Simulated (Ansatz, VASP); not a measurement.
**C in VASP and in Ansatz**

File INCAR:

```
PREC = Accurate
ENCUT = 520
EDIFF = 1E-6
ISMEAR = 0
SIGMA = 0.1
LREAL = F
LASPH = T
NELM = 100
ALGO = Normal
ISIF = 2
LWAVE = F
LCHARG = F
LDIPOL = T
IDIPOL = 3
DIPOL = 0.5 0.5 0.257
GGA = PE
IVDW = 12
NBANDS = 11
```

KPOINTS

```
regular mesh
0
Gamma
  15 15 1
```

POSCAR

```
C
1.0
    2.4657189589      0.0000000000      0.0000000000
   -1.2328594795      2.1353752570      0.0000000000
    0.0000000000      0.0000000000     17.5000000000
C
2
Direct
    0.3333333333      0.6666666667      0.2571428571
    0.6666666667      0.3333333333      0.2571428571
```

Input for Ansatz:

```yaml
crystal:
  lattice:
    - [2.4657189596, 0.0, 0.0]
    - [-1.2328594798, 2.1353752576, 0.0]
    - [0.0, 0.0, 17.5]
  atoms:
    - { symbol: C, position: [0.3333333333, 0.6666666667, 0.2571428571] }
    - { symbol: C, position: [0.6666666667, 0.3333333333, 0.2571428571] }
basis:
  ecutwfc: 420
kpoints:
  mp_grid: { grid: [15, 15, 1] }
hamiltonian:
  xc: pbe
  dispersion: d3bj
scf:
  occupations: { method: gaussian, width: 0.1 }
output:
  forces: true
  eigenvalues: true
efield:
  axis: 3
  dipole_correction: true
  ramp_width: 0.04
```

Alike in both runs: task single point; functional PBE; dispersion D3(BJ); k mesh 15 × 15 × 1; occupations gaussian, width 0.1 eV; no spin polarisation.

```csv
,VASP,Ansatz
version,VASP 6.6.1,Ansatz 0.2.0
potentials or method,"VASP PAW PBE potentials, release 64 (C)","scalar-relativistic, plane waves, PAW"
plane-wave cutoff (eV),520,420
valence electrons in the cell,8,8
```

|  | VASP | Ansatz | Ansatz less VASP |
| --- | --- | --- | --- |
| gap on the k mesh at the Fermi level (eV) | none | none | - |
| work function, face that differs most (eV) | 4.15 | 4.24 | +0.092 |

A gap of «none» marks a metal or a gap that the smearing closes.
